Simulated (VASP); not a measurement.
Here is a VASP 6.6.1 calculation.

File INCAR:

```
  PREC = Accurate
  ENCUT = 600
  EDIFF = 1E-6
  ISMEAR = 0
  SIGMA = 0.03
  LREAL = False
  LASPH = True
  NELM = 80
  ALGO = Normal
  ISIF = 3
  LWAVE = False
  LCHARG = False
  GGA = PE
  IVDW = 12
  IBRION = 2
  NSW = 90
  EDIFFG = -0.01
  KPAR = 4
```

File KPOINTS:

```
regular mesh
0
Gamma
  6 6 9
```

The input POSCAR:

```
Ge3N4
1.0
    8.0509314886      0.0000000000      0.0000000000
   -4.0254657443      6.9723111933      0.0000000000
    0.0000000000      0.0000000000      3.0835213900
Ge N
6 8
Direct
    0.8291483000      0.2354845000      0.7500000000
    0.5936638000      0.8291483000      0.2500000000
    0.2354845000      0.4063362000      0.2500000000
    0.7645155000      0.5936638000      0.7500000000
    0.4063362000      0.1708517000      0.7500000000
    0.1708517000      0.7645155000      0.2500000000
    0.6666666700      0.3333333300      0.7500000000
    0.3333333300      0.6666666700      0.2500000000
    0.6696316000      0.9727169800      0.7500000000
    0.6969146200      0.6696316000      0.2500000000
    0.9727169800      0.3030853800      0.2500000000
    0.0272830200      0.6969146200      0.7500000000
    0.3303684000      0.0272830200      0.2500000000
    0.3030853800      0.3303684000      0.7500000000
```

Potentials or basis: VASP PAW PBE potentials, release 64 (Ge_d, N).

Launch:

```sh
$ cat potpaw_PBE.64/Ge_d/POTCAR potpaw_PBE.64/N/POTCAR > POTCAR
$ mpirun -np 4 vasp_std > vasp.out
```

What does it give for the band gap on the k mesh?

2.06 eV, direct.

Predict the dispersion energy per atom.

-0.226 eV.

Predict the relaxed volume.

12.48 Å³/atom.

Predict the space group after relaxing (to 0.05 Å).

P6_3/m (No. 176).

Forces in eV/Å, atoms in the order of the input:
```
Ge   0.008 -0.002  0.000
Ge   0.005  0.006  0.000
Ge   0.002 -0.007  0.000
Ge  -0.002  0.007  0.000
Ge  -0.005 -0.006  0.000
Ge  -0.008  0.002  0.000
N    0.000  0.000  0.000
N    0.000  0.000  0.000
N    0.004  0.004  0.000
N   -0.002  0.005  0.000
N    0.005 -0.001  0.000
N   -0.005  0.001  0.000
N   -0.004 -0.004  0.000
N    0.002 -0.005  0.000
```

Caveat: an odd mesh through Γ misses points on the zone boundary, where band edges often lie.
